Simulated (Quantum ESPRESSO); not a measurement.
# Au in Quantum ESPRESSO: convergence with density cutoff

Input of the first run (density cutoff 180 Ry); the others differ in this setting and in those tied to it:

pw.in

```
&CONTROL
  calculation = 'scf'
  prefix = 'pwscf'
  outdir = './tmp'
  pseudo_dir = './pseudo'
  tprnfor = .true.
  tstress = .true.
  disk_io = 'nowf'
/
&SYSTEM
  ibrav = 0
  nat = 1
  ntyp = 1
  ecutwfc = 45
  ecutrho = 180
  nbnd = 11
  occupations = 'smearing'
  smearing = 'fd'
  degauss = 0.00734986
/
&ELECTRONS
  conv_thr = 2d-10
  electron_maxstep = 120
  mixing_beta = 0.5
/
ATOMIC_SPECIES
Au   196.9666 au_lda_v1.uspp.F.UPF
CELL_PARAMETERS angstrom
   0.0000000000    2.0350000000    2.0350000000
   2.0350000000    0.0000000000    2.0350000000
   2.0350000000    2.0350000000    0.0000000000
ATOMIC_POSITIONS crystal
Au     0.0000000000    0.0000000000    0.0000000000
K_POINTS automatic
11 11 11 0 0 0
```

Potentials or basis: GBRV 1.5 LDA.

Launch:

```console
$ OMP_NUM_THREADS=1 pw.x -in pw.in > pw.out
```

Hardware: 1 thread of Intel(R) Xeon(R) 6975P-C (Granite Rapids) (shared host).

```tsv
density cutoff	energy less the tightest run, at zero smearing (meV/atom)	SCF cycles	CPU time (s)	peak memory (GiB)
180 Ry	0.01	8	3.8	0.06
225 Ry	-0.02	8	4.3	0.07
270 Ry	0.00	8	5.4	0.09
315 Ry	-0.01	8	5.6	0.11
360 Ry	-0.07	8	5.6	0.12
450 Ry	0.00	8	6.6	0.15
540 Ry	0.00	8	7.2	0.19
720 Ry	0.00	8	10	0.27
```

Against the tightest run, the energy stays within 1 meV/atom from 180 Ry on. The tightest run that finished is the yardstick and may itself not be fully converged.

Spin-orbit coupling is left out, which matters for the levels of Au.
